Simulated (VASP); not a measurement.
InPd:

```
CELL_PARAMETERS angstrom
3.27188 0.00000 0.00000
0.00000 3.27188 0.00000
0.00000 0.00000 3.27188
ATOMIC_POSITIONS crystal
In 0.00000 0.00000 0.00000
Pd 0.50000 0.50000 0.50000
```

The cell comes from a database or a generator and needn't be the stable form of this composition.

| Quantity | Value |
| --- | --- |
| Program | VASP 6.6.1 |
| Task | relaxation of cell and atoms |
| Functional | vdW-DF |
| Potentials or basis | VASP PAW PBE potentials, release 64 (In_d, Pd) |
| Cutoff | 600 eV |
| k mesh | 8 × 8 × 8 |
| Occupations | fermi-dirac, width 0.05 eV |
| Spin | no spin polarisation |

At the start: pressure 9.9 GPa; volume 17.51 Å³/atom.

Question: Where does the relaxation end?

Answer: Over 3 steps the energy falls by 45.1 meV/atom and the volume is 19.16 Å³/atom (+9.4 %); space group Pm-3m (No. 221, to 0.05 Å).

Step by step:
```
step  energy change (eV)  largest force (eV/Å)  pressure (GPa)  volume (Å³)
   1              0.0000                0.0000            9.88        35.03
   2             -0.0547                0.0000           -4.56        40.79
   3             -0.0901                0.0000            0.05        38.33
```

Final structure:
```cif
data_structure
_symmetry_space_group_name_H-M 'P 1'
_symmetry_Int_Tables_number 1
_cell_length_a 3.3716
_cell_length_b 3.3716
_cell_length_c 3.3716
_cell_angle_alpha 90.000
_cell_angle_beta 90.000
_cell_angle_gamma 90.000
_cell_volume 38.33
loop_
_atom_site_label
_atom_site_type_symbol
_atom_site_fract_x
_atom_site_fract_y
_atom_site_fract_z
_atom_site_occupancy
In1 In 0.00000 0.00000 0.00000 1
Pd1 Pd 0.50000 0.50000 0.50000 1
```

Caveat: the PAW data sets were made with another functional, which shifts forces and pressure a little.
